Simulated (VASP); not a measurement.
# Mg (I4/mmm) in VASP: further runs

The runs below take Mg through relaxation of cell and atoms, with r2SCAN, SCAN.

Program: VASP 6.6.1. These are calculated values, not measurements. Logs are shortened: lines on timing, memory, paths and dates and some standing lists are left out, and cuts for length are marked.

## Step 1: Starting point

It takes space group I4/mmm (No. 139, tetragonal). Conventional cell: a = 3.672 Å, b = 3.672 Å, c = 3.359 Å, α = 90.00°, β = 90.00°, γ = 90.00°. Mg (site symmetry 4/mmm) has 10 Mg at 3.09 to 3.36 Å as nearest neighbours.

This isn't the form of Mg at room conditions, which is hcp.

## Step 2: Relaxation of cell and atoms, r2SCAN

The input, INCAR:

```
PREC = Accurate
ENCUT = 600
EDIFF = 1E-6
ISMEAR = -1
SIGMA = 0.05
LREAL = False
LASPH = True
NELM = 80
ALGO = Normal
ISIF = 3
LWAVE = False
LCHARG = False
METAGGA = R2SCAN
LMIXTAU = True
IBRION = 2
NSW = 60
EDIFFG = -0.01
```

The input, KPOINTS:

```
Automatic mesh
0
Gamma
  11 11 11
```

The input, POSCAR:

```
Mg
1.0
   -1.8359916300      1.8359916300      1.6794040200
    1.8359916300     -1.8359916300      1.6794040200
    1.8359916300      1.8359916300     -1.6794040200
Mg
1
Direct
    0.0000000000      0.0000000000      0.0000000000
```

Potentials or basis: VASP PAW PBE potentials, release 64 (Mg).

Launch:

```sh
$ cat potpaw_PBE.64/Mg/POTCAR > POTCAR
$ mpirun -np 1 vasp_std > vasp.out
```

OUTCAR:

```text
PREC = Accurate
   ENCUT = 600
   EDIFF = 1E-6
   ISMEAR = -1
   LREAL = False
   LASPH = True
   NELM = 80
   ISIF = 3
   METAGGA = R2SCAN
   IBRION = 2
   NSW = 60
   EDIFFG = -0.01

 ion  position               nearest neighbor table
   1  0.000  0.000  0.000-

  LATTYP: Found a body centered tetragonal cell.
 ALAT       =     3.6719832600
 C/A-ratio  =     0.9147122419

  Lattice vectors:

 A1 = (  -1.8359916300,   1.8359916300,   1.6794040200)
 A2 = (   1.8359916300,  -1.8359916300,   1.6794040200)
 A3 = (   1.8359916300,   1.8359916300,  -1.6794040200)

Analysis of symmetry for initial positions (statically):
=====================================================================
 Subroutine PRICEL returns:
 Original cell was already a primitive cell.

 Routine SETGRP: Setting up the symmetry group for a
 body centered tetragonal supercell.

 Subroutine GETGRP returns: Found 16 space group operations
 (whereof 16 operations were pure point group operations)
 out of a pool of 16 trial point group operations.

The static configuration has the point symmetry D_4h.

Analysis of symmetry for dynamics (positions and initial velocities):
=====================================================================
 Subroutine PRICEL returns:
 Original cell was already a primitive cell.

 Routine SETGRP: Setting up the symmetry group for a
 body centered tetragonal supercell.

 Subroutine GETGRP returns: Found 16 space group operations
 (whereof 16 operations were pure point group operations)
 out of a pool of 16 trial point group operations.

The dynamic configuration has the point symmetry D_4h.

 Subroutine INISYM returns: Found 16 space group operations
 (whereof 16 operations are pure point group operations),
 and found     1 'primitive' translations

----------------------------------------------------------------------------------------

                                     Primitive cell

  volume of cell :      22.6442

  direct lattice vectors                    reciprocal lattice vectors
    -1.835991630  1.835991630  1.679404020     0.000000000  0.272332396  0.297724665
     1.835991630 -1.835991630  1.679404020     0.272332396  0.000000000  0.297724665
     1.835991630  1.835991630 -1.679404020     0.272332396  0.272332396  0.000000000

  length of vectors
     3.092269133  3.092269133  3.092269133     0.403490905  0.403490905  0.385136168

  position of ions in fractional coordinates (direct lattice)
     0.000000000  0.000000000  0.000000000

  ion indices of the primitive-cell ions
   primitive index   ion index
                 1           1

----------------------------------------------------------------------------------------

 KPOINTS: Automatic mesh

Automatic generation of k-mesh.
 Grid dimensions read from file:
 generate k-points for:   11   11   11

 Generating k-lattice:

  Cartesian coordinates                     Fractional coordinates (reciprocal lattice)
     0.000000000  0.024757491  0.027065879     0.090909091  0.000000000  0.000000000
     0.024757491  0.000000000  0.027065879     0.000000000  0.090909091  0.000000000
     0.024757491  0.024757491  0.000000000     0.000000000  0.000000000  0.090909091

  Length of vectors
     0.036680991  0.036680991  0.035012379

  Shift w.r.t. Gamma in fractional coordinates (k-lattice)
     0.000000000  0.000000000  0.000000000

 Subroutine IBZKPT returns following result:
 ===========================================

 Found    126 irreducible k-points:

 Following reciprocal coordinates:
            Coordinates               Weight
  0.000000  0.000000  0.000000      1.000000
  0.090909 -0.000000  0.000000      8.000000
  0.181818  0.000000 -0.000000      8.000000
  0.272727  0.000000  0.000000      8.000000
  0.363636 -0.000000  0.000000      8.000000
  0.454545  0.000000 -0.000000      8.000000
[... 16 lines left out ...]
 -0.272727  0.181818 -0.000000     16.000000
 -0.181818  0.181818  0.000000      4.000000
 [... further k-points ...]
   k-points           NKPTS =    126   k-points in BZ     NKDIM =    126   number of bands    NBANDS=      5
   number of dos      NEDOS =    301   number of ions     NIONS =      1
   total plane-waves  NPLWV =  21952
   dimension x,y,z NGX =    28 NGY =   28 NGZ =   28
   dimension x,y,z NGXF=    56 NGYF=   56 NGZF=   56
   ions per type =               1
   NGX,Y,Z   is equivalent  to a cutoff of  15.05, 15.05, 15.05 a.u.
   NGXF,Y,Z  is equivalent  to a cutoff of  30.11, 30.11, 30.11 a.u.
 SYSTEM =  unknown system
   PREC   = accura    normal or accurate (medium, high low for compatibility)
   ISTART =      0    job   : 0-new  1-cont  2-samecut
   ICHARG =      2    charge: 1-file 2-atom 10-const
   ISPIN  =      1    spin polarized calculation?
   LNONCOLLINEAR =      F non collinear calculations
   LSORBIT =      F    spin-orbit coupling
   LASPH  =      T    aspherical Exc in radial PAW
   ENCUT  =  600.0 eV  44.10 Ry    6.64 a.u.   6.18  6.18  6.18*2*pi/ulx,y,z
   NELM   =     80;   NELMIN=  2; NELMDL= -5     # of ELM steps
   EDIFF  = 0.1E-05   stopping-criterion for ELM
   LREAL  =      F    real-space projection
   EDIFFG = -.1E-01   stopping-criterion for IOM
   NSW    =     60    number of steps for IOM
   IBRION =      2    ionic relax: 0-MD 1-quasi-New 2-CG
   NFREE  =      1    steps in history (QN), initial steepest desc. (CG)
   ISIF   =      3    stress and relaxation
   ISYM   =      2    0-nonsym 1-usesym 2-fastsym
   POTIM  = 0.5000    time-step for ionic-motion
   TEBEG  =    0.0;   TEEND  =   0.0 temperature during run
   PSTRESS=    0.0 pullay stress
   NELECT =       2.0000    total number of electrons
   NUPDOWN=      -1.0000    fix difference up-down
   EMIN   =  10.00;   EMAX   =-10.00  energy-range for DOS
   EFERMI =   0.00;   METHOD = LEGACY
   ISMEAR =    -1;   SIGMA  =   0.05  broadening in eV -4-tet -1-fermi 0-gaus
   EFERMI_NEDOS =   21; number of points for ismear=-14 and -15
   IALGO  =     38    algorithm
   IMIX   =      4    mixing-type and parameters
     AMIX     =   0.40;   BMIX     =  1.00
     AMIX_MAG =   1.60;   BMIX_MAG =  1.00
  volume/ion in A,a.u.               =      22.64       152.81
  Fermi-wavevector in a.u.,A,eV,Ry     =   0.729065  1.377732  7.231974  0.531535
  Thomas-Fermi vector in A             =   1.820694
   LORBIT       =      0    0 simple, 1 ext, 2 COOP (PROOUT), +10 PAW based schemes
   METAGGA = R2SCAN    functional components
   LHFCALC =     F    Hartree Fock is set to
   AEXX    =    0.0000 exact exchange contribution
   IVDW    =     0    specifies the selected vdW correction
   LEPSILON=     F    determine dielectric tensor
   LRPA    =     F    only Hartree local field effects (RPA)
 conjugate gradient relaxation of ions
 non-spin polarized calculation
  energy-cutoff  :      600.00
  volume of cell :       22.64
 maximum number of plane-waves:       782
 NGX is ok and might be reduce to    28
   NGX = 13   NGY = 13   NGZ = 13

--------------------------------------- Ionic step        1  -------------------------------------------

 number of electron       2.0000000 magnetization

 Free energy of the ion-electron system (eV)
  ---------------------------------------------------
  ext. energy  EPLUGINS =         0.00000000
  ---------------------------------------------------
  free energy    TOTEN  =        -4.12124307 eV

  energy without entropy =       -4.11756398  energy(sigma->0) =       -4.11940353

------------------------ aborting loop because EDIFF is reached ----------------------------------------

  FORCE on cell =-STRESS in cart. coord.  units (eV):
  Direction    XX          YY          ZZ          XY          YZ          ZX
  --------------------------------------------------------------------------------------
  -------------------------------------------------------------------------------------
  Total       -0.0978088     -0.0978088      0.0536498      0.0000000      0.0000000     -0.0000000
  in kB       -6.9204149     -6.9204149      3.7959666      0.0000000      0.0000000     -0.0000000
  external PRESSURE =      -3.3482877 kB  Pullay stress =       0.0000000 kB
[... 86 lines left out ...]
  FREE ENERGIE OF THE ION-ELECTRON SYSTEM (eV)
  ---------------------------------------------------
  free  energy   TOTEN  =        -4.1239806682 eV

  energy  without entropy=       -4.1208371406  energy(sigma->0) =       -4.12240890

[... ionic steps 4 to 7 ...]

--------------------------------------- Ionic step        8  -------------------------------------------

 number of electron       2.0000000 magnetization

------------------------ aborting loop because EDIFF is reached ----------------------------------------

  FORCE on cell =-STRESS in cart. coord.  units (eV):
  Direction    XX          YY          ZZ          XY          YZ          ZX
  --------------------------------------------------------------------------------------
  -------------------------------------------------------------------------------------
  Total        0.0257321      0.0257321      0.0281074      0.0000000      0.0000000      0.0000000
  in kB        1.8545459      1.8545459      2.0257323      0.0000000      0.0000000      0.0000000
  external PRESSURE =       1.9116080 kB  Pullay stress =       0.0000000 kB
[... 55 lines left out ...]
  energy  without entropy=       -4.1257885639  energy(sigma->0) =       -4.12702844

--------------------------------------- Ionic step       10  -------------------------------------------

 number of electron       2.0000000 magnetization

 Free energy of the ion-electron system (eV)
  ---------------------------------------------------
  ext. energy  EPLUGINS =         0.00000000
  ---------------------------------------------------
  free energy    TOTEN  =        -4.12829599 eV

  energy without entropy =       -4.12581549  energy(sigma->0) =       -4.12705574

 E-fermi :   2.8682     XC(G=0):  -9.1280

 val. band max:        2.8497762338   @ k =   0.3636   0.1818   0.0909
 cond. band min:       2.9362142381   @ k =  -0.4545   0.4545   0.0909
 fundamental gap:      0.0864380043
 Fermi energy:         2.8681535866

 k-point     1 :       0.0000    0.0000    0.0000
  band No.  band energies     occupation
      1      -4.7132      2.00000
      2      16.8773      0.00000
      3      16.9187      0.00000
      4      16.9187      0.00000
      5      19.0670      0.00000

 k-point     2 :       0.0909   -0.0000    0.0000
  band No.  band energies     occupation
      1      -4.5023      2.00000
      2      14.7593      0.00000
      3      15.9328      0.00000
      4      16.1259      0.00000
      5      17.6103      0.00000
[... 169 lines left out ...]
 k-point    24 :      -0.1818    0.1818    0.0000
  band No.  band energies     occupation
      1      -3.8741      2.00000
      2      11.3319      0.00000
      3      14.5283      0.00000
      4      15.0187      0.00000
      5      16.1847      0.00000

 [... further k-points ...]
[... 5 lines left out ...]
  --------------------------------------------------------------------------------------
  -------------------------------------------------------------------------------------
  Total       -0.0022834     -0.0022834      0.0026167      0.0000000     -0.0000000      0.0000000
  in kB       -0.1638164     -0.1638164      0.1877247      0.0000000     -0.0000000      0.0000000
  external PRESSURE =      -0.0466360 kB  Pullay stress =       0.0000000 kB
[... 16 lines left out ...]
  FREE ENERGIE OF THE ION-ELECTRON SYSTEM (eV)
  ---------------------------------------------------
  free  energy   TOTEN  =        -4.1282959898 eV

  energy  without entropy=       -4.1258154910  energy(sigma->0) =       -4.12705574

 reached required accuracy - stopping structural energy minimisation
```

Wall time 3.7 min (1 thread of Intel Xeon 6975P-C (Granite Rapids), shared host); peak memory 0.18 GiB.

Results:

```yaml
Free_energy: -4.1283 eV
Relaxed_volume: 22.33 Å³/atom
Relaxed_cell: a = 3.073 Å, b = 3.073 Å, c = 3.073 Å, α = 109.42°, β = 109.42°, γ = 109.57°
Space_group_after_relaxing_to_0.05_Å: Im-3m (No. 229)
Energy_gained_by_relaxing: 7.1 meV/atom
Ionic_steps: 10
Pressure_after_relaxing: 0.0 GPa
Band_gap_on_the_k_mesh: none (metal or under the smearing width)
```

Step by step:
```tsv
step	energy change (eV)	largest force (eV/Å)	pressure (GPa)	volume (Å³)
1	0.0000	0.0000	-0.33	22.64
2	-0.0010	0.0000	-0.11	22.49
3	-0.0027	0.0000	0.67	22.02
4	-0.0034	0.0000	0.64	22.03
5	-0.0052	0.0000	0.57	22.04
6	-0.0066	0.0000	0.52	22.05
7	-0.0066	0.0000	0.52	22.05
8	-0.0070	0.0000	0.19	22.23
9	-0.0070	0.0000	-0.11	22.40
10	-0.0071	0.0000	0.00	22.33
```

Final structure:
```cif
data_structure
_symmetry_space_group_name_H-M 'P 1'
_symmetry_Int_Tables_number 1
_cell_length_a 3.0727
_cell_length_b 3.0727
_cell_length_c 3.0727
_cell_angle_alpha 109.420
_cell_angle_beta 109.420
_cell_angle_gamma 109.574
_cell_volume 22.33
loop_
_atom_site_label
_atom_site_type_symbol
_atom_site_fract_x
_atom_site_fract_y
_atom_site_fract_z
_atom_site_occupancy
Mg1 Mg 0.00000 0.00000 0.00000 1
```

Levels at points of the mesh, in eV from the Fermi level:
```tsv
k point	band 1	band 2	band 3	band 4	band 5
(0.00, 0.00, 0.00)	-7.58	14.01	14.05	14.05	16.20
```

Caveat: the PAW data sets were made with another functional, which shifts forces and pressure a little.

(Continued in part 2 of 2.)
